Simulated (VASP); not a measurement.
Output of a VASP run:

File OSZICAR:
```
       N       E                     dE             d eps       ncg     rms          rms(c)
DAV:   1     0.939828908059E+02    0.93983E+02   -0.61576E+03   480   0.105E+03
DAV:   2     0.920868569142E+00   -0.93062E+02   -0.86255E+02   720   0.174E+02
DAV:   3    -0.623365731084E+01   -0.71545E+01   -0.71294E+01   596   0.557E+01
DAV:   4    -0.630636806983E+01   -0.72711E-01   -0.72686E-01   576   0.676E+00
DAV:   5    -0.630695812354E+01   -0.59005E-03   -0.59002E-03   604   0.613E-01    0.180E+00
DAV:   6    -0.606159426202E+01    0.24536E+00   -0.37249E-01   552   0.305E+00    0.110E+00
DAV:   7    -0.602083681123E+01    0.40757E-01   -0.18642E-01   596   0.220E+00    0.593E-01
DAV:   8    -0.602371873452E+01   -0.28819E-02   -0.12632E-02   556   0.801E-01    0.962E-02
DAV:   9    -0.602416974882E+01   -0.45101E-03   -0.25172E-03   580   0.306E-01    0.810E-02
DAV:  10    -0.602421771684E+01   -0.47968E-04   -0.16729E-04   552   0.105E-01    0.119E-02
DAV:  11    -0.602422352725E+01   -0.58104E-05   -0.37000E-05   568   0.375E-02    0.476E-03
DAV:  12    -0.602422348909E+01    0.38161E-07   -0.76193E-06   572   0.172E-02    0.120E-03
DAV:  13    -0.602422349910E+01   -0.10009E-07   -0.18817E-07   540   0.343E-03
   1 F= -.60242235E+01 E0= -.60242235E+01  d E =-.904816E-11
```

OUTCAR:
```
------------------------ aborting loop because EDIFF is reached ----------------------------------------
  FORCE on cell =-STRESS in cart. coord.  units (eV):
  Direction    XX          YY          ZZ          XY          YZ          ZX
  --------------------------------------------------------------------------------------
  Total        0.0297092      0.0297092      0.0297092      0.0000000     -0.0000000      0.0000000
  in kB        0.5639748      0.5639748      0.5639748      0.0000000     -0.0000000      0.0000000
  external PRESSURE =       0.5639748 kB  Pullay stress =       0.0000000 kB
  volume of cell :       84.40
      direct lattice vectors                 reciprocal lattice vectors
     4.386455878  0.000000000  0.000000000     0.227974480  0.000000000  0.000000000
     0.000000000  4.386455878  0.000000000     0.000000000  0.227974480  0.000000000
     0.000000000  0.000000000  4.386455878     0.000000000  0.000000000  0.227974480
 POSITION                                       TOTAL-FORCE (eV/Angst)
 -----------------------------------------------------------------------------------
      0.00000      0.00000      0.00000         0.000000      0.000000      0.000000
      2.19323      2.19323      2.19323         0.000000      0.000000      0.000000
 -----------------------------------------------------------------------------------
    total drift:                                0.000000      0.000000     -0.000000
  FREE ENERGIE OF THE ION-ELECTRON SYSTEM (eV)
  ---------------------------------------------------
  free  energy   TOTEN  =        -6.0242234991 eV

  energy  without entropy=       -6.0242234991  energy(sigma->0) =       -6.02422350
```
(Selected blocks of OUTCAR.)

### POSCAR
```
CsBr
1
    4.3864558785     0.0000000000     0.0000000000
    0.0000000000     4.3864558785     0.0000000000
    0.0000000000     0.0000000000     4.3864558785
Cs Br
1 1
Direct
  0.0000000000   0.0000000000   0.0000000000
  0.5000000000   0.5000000000   0.5000000000
```

Write an INCAR and KPOINTS that could have produced this output.

This is not unique; one that fits is the input of the run itself, PBE GGA, plane waves, VASP's PBE PAW potentials (set 64).

INCAR:
```
! general
SYSTEM   =  CsBr
PREC     =  Accurate
ENCUT    =  480
LREAL    =  F   ! projection in real space or not
LASPH    =  T

! electronic loop
EDIFF    =  1E-7   ! SCF stop (eV)
NELM     =  100   ! most electronic steps
ALGO     =  Normal
LMAXMIX  =  4   ! l cut-off of mixed one-centre charges

! smearing
ISMEAR   =  0   ! Gaussian
SIGMA    =  0.05

! functional
GGA      =  PE

! ions
ISIF     =  2   ! forces and stress, cell fixed

! output
LWAVE    =  F
LCHARG   =  F
```

File KPOINTS:
```
Automatic mesh
0
G
6 6 6
0 0 0
```

POTCAR, in this order: Cs_sv Br (PBE.64 set). Program: vasp_std.

The compound is CsBr in the CsCl type structure. It was relaxed first, which changed the volume by +7 %.
